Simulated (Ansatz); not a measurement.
InP: band structure with r2SCAN50

**The experiment to reproduce.**

A printed reference work, data compilation reports, for a bulk crystal of InP at 1.6 K: band gap 1.4236 eV (direct).

InP:

```
In P
1.0
     0.00000    2.93050    2.93050
     2.93050    0.00000    2.93050
     2.93050    2.93050    0.00000
In P
1 1
Direct
  0.00000 0.00000 0.00000
  0.75000 0.75000 0.75000
```

```json
{
 "Program": "Ansatz 0.2.0",
 "Task": "band structure",
 "Functional": "r2SCAN50",
 "Potentials or basis": "Ansatz PAW",
 "Cutoff": "500 eV (not typed: the program's choice for these potentials)",
 "k mesh": "5 × 5 × 5",
 "Occupations": "fermi-dirac, width 0.05 eV",
 "Spin": "no spin polarisation",
 "Path": "[[\"G\", \"X\", \"W\", \"K\", \"G\", \"L\", \"U\", \"W\", \"L\", \"K\"], [\"U\", \"X\"]]",
 "Points for each segment of the path": "4"
}
```

The pressure is -0.6 GPa, the band gap on the k mesh is 3.72 eV, direct and the band gap along the path is 3.72 eV, direct.

Levels at the corners of the path, in eV from the valence-band top:
| point | band 5 | band 6 | band 7 | band 8 | band 9 | band 10 | band 11 | band 12 | band 13 | band 14 |
| --- | --- | --- | --- | --- | --- | --- | --- | --- | --- | --- |
| Γ | -17.87 | -14.21 | 0.00 | 0.00 | 0.00 | 3.72 | 7.22 | 7.22 | 7.22 | 12.10 |
| X | -17.84 | -11.38 | -6.93 | -2.85 | -2.85 | 4.37 | 5.14 | 13.24 | 13.84 | 13.84 |
| W | -17.86 | -11.29 | -6.70 | -3.64 | -3.53 | 7.26 | 7.97 | 8.97 | 9.35 | 14.42 |
| K | -17.85 | -11.39 | -6.73 | -4.06 | -2.39 | 5.15 | 7.68 | 11.12 | 11.25 | 12.06 |
| Γ | -17.87 | -14.21 | 0.00 | 0.00 | 0.00 | 3.72 | 7.22 | 7.22 | 7.22 | 12.10 |
| L | -17.86 | -12.17 | -6.98 | -1.18 | -1.18 | 4.45 | 7.98 | 7.98 | 10.44 | 13.25 |
| U | -17.85 | -11.39 | -6.73 | -4.06 | -2.39 | 5.15 | 7.68 | 11.12 | 11.25 | 12.06 |
| W | -17.86 | -11.29 | -6.70 | -3.64 | -3.53 | 7.26 | 7.97 | 8.97 | 9.35 | 14.42 |
| L | -17.86 | -12.17 | -6.98 | -1.18 | -1.18 | 4.45 | 7.98 | 7.98 | 10.44 | 13.25 |
| K | -17.85 | -11.39 | -6.73 | -4.06 | -2.39 | 5.15 | 7.68 | 11.12 | 11.25 | 12.06 |
| U | -17.85 | -11.39 | -6.73 | -4.06 | -2.39 | 5.15 | 7.68 | 11.12 | 11.25 | 12.06 |
| X | -17.84 | -11.38 | -6.93 | -2.85 | -2.85 | 4.37 | 5.14 | 13.24 | 13.84 | 13.84 |

Run time: 2.9 min on 2 threads of Intel(R) Xeon(R) CPU @ 2.60GHz (Ice Lake), with other jobs on the host, peak memory 1.2 GiB.

Measured gap of InP: 1.4236 eV (direct; 1.6 K; a printed reference work, data compilation). This calculation gives 3.72 eV (+2.29 eV). So large a miss can be the level of theory's own, or it may mean another phase, state or a wrong row. Spin-orbit coupling on In is left out. The value is that of r2SCAN50, without temperature or zero-point motion.

Caveat: spin-orbit coupling is left out, which moves the levels of the heavy elements; the PAW data sets come from PBE, with cores solved anew for the run's functional, which leaves a small shift of forces and pressure; the thresholds are loose for stress.
